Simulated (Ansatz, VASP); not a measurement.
**One calculation of Sn, two programs**

File INCAR:

```
SYSTEM = Sn
ALGO = Normal ; EDIFF = 1E-6
ENCUT = 520 ; GGA = PS
ISIF = 2 ; ISMEAR = 1
LASPH = .True. ; LCHARG = .False.
LREAL = .False. ; LWAVE = .False.
NBANDS = 13 ; NELM = 60
PREC = Accurate ; SIGMA = 0.1
```

Contents of KPOINTS:

```
k-points
0
Gamma
  11 11 11
  0 0 0
```

Contents of POSCAR:

```
Sn
1.0
   -1.8625330493      1.8625330493      1.8625330493
    1.8625330493     -1.8625330493      1.8625330493
    1.8625330493      1.8625330493     -1.8625330493
Sn
1
Direct
    0.0000000000      0.0000000000      0.0000000000
```

Input for Ansatz:

```yaml
crystal:
  lattice:
    - [-1.8625330493162764, 1.8625330493162764, 1.8625330493162764]
    - [1.8625330493162764, -1.8625330493162764, 1.8625330493162764]
    - [1.8625330493162764, 1.8625330493162764, -1.8625330493162764]
  atoms:
    - { symbol: Sn, position: [0.0, 0.0, 0.0] }
basis:
  ecutwfc: 500.0
kpoints:
  mp_grid:
    grid: [11, 11, 11]
hamiltonian:
  xc: pbesol
scf:
  occupations:
    method: methfessel_paxton
    width: 0.1
output:
  stress: true
```

This isn't the form of Sn at room conditions, which is tetragonal (white tin).

Alike in both runs: task single point; functional PBEsol; k mesh 11 × 11 × 11; occupations methfessel-paxton of order 1, width 0.1 eV; no spin polarisation.

```csv
,VASP,Ansatz
version,VASP 6.6.1,Ansatz 0.2.0
potentials or method,"VASP PAW PBE potentials, release 64 (Sn_d)","plane waves, PAW"
plane-wave cutoff (eV),520,500
valence electrons in the cell,14,14
```

```csv
,VASP,Ansatz,Ansatz less VASP
pressure (GPa),1.0,1.0,+0.03
```

The functional is the same, so the differences come from potentials, cutoffs and numerics.

Caveats: the PAW data sets were made with another functional, which shifts forces and pressure a little (VASP).
